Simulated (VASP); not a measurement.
A run of VASP 6.6.1 is set up as follows.

INCAR

```
ALGO     = Normal         # electronic algorithm
EDIFF    = 1E-7           # SCF threshold, eV
ENCUT    = 520            # plane-wave cutoff, eV
GGA      = PS             # functional
ISIF     = 2              # what is computed and relaxed
ISMEAR   = 0              # smearing method
LASPH    = True           # aspherical terms in the spheres
LCHARG   = False          # write CHGCAR
LREAL    = False          # projectors in reciprocal space
LWAVE    = False          # write WAVECAR
NBANDS   = 17             # bands
NELM     = 60             # most SCF steps
PREC     = Accurate       # precision mode
SIGMA    = 0.02           # smearing width, eV
```

Contents of KPOINTS:

```
k-points
0
Gamma
  8 8 8
```

File POSCAR:

```
TePb
1.0
    0.0000000000      3.2215664007      3.2215664007
    3.2215664007      0.0000000000      3.2215664007
    3.2215664007      3.2215664007      0.0000000000
Te Pb
1 1
Direct
    0.5000000000      0.5000000000      0.5000000000
    0.0000000000      0.0000000000      0.0000000000
```

Potentials or basis: VASP PAW PBE potentials, release 64 (Te, Pb_d).

Launch:

```console
$ cat potpaw_PBE.64/Te/POTCAR potpaw_PBE.64/Pb_d/POTCAR > POTCAR
$ mpirun -np 1 vasp_std > vasp.out
```

Question: Predict the band gap on the k mesh.

Answer: 0.65 eV, direct.

Question: Predict the pressure.

Answer: 0.0 GPa.

Caveat: the PAW data sets were made with another functional, which shifts forces and pressure a little; spin-orbit coupling is left out, which as a rule narrows the gap of such compounds by several tenths of an eV.

**What was measured.**

From a printed reference work, monograph, for a bulk crystal of TePb at 4.2 K: band gap 0.19 eV (direct).

A measured gap of TePb is 0.19 eV (direct; 4.2 K; a printed reference work, monograph); the calculated 0.65 eV misses it by +0.46 eV. Spin-orbit coupling on Pb, Te is left out. The value is that of PBEsol on a finite k mesh, which can miss the band edges, without temperature or zero-point motion.
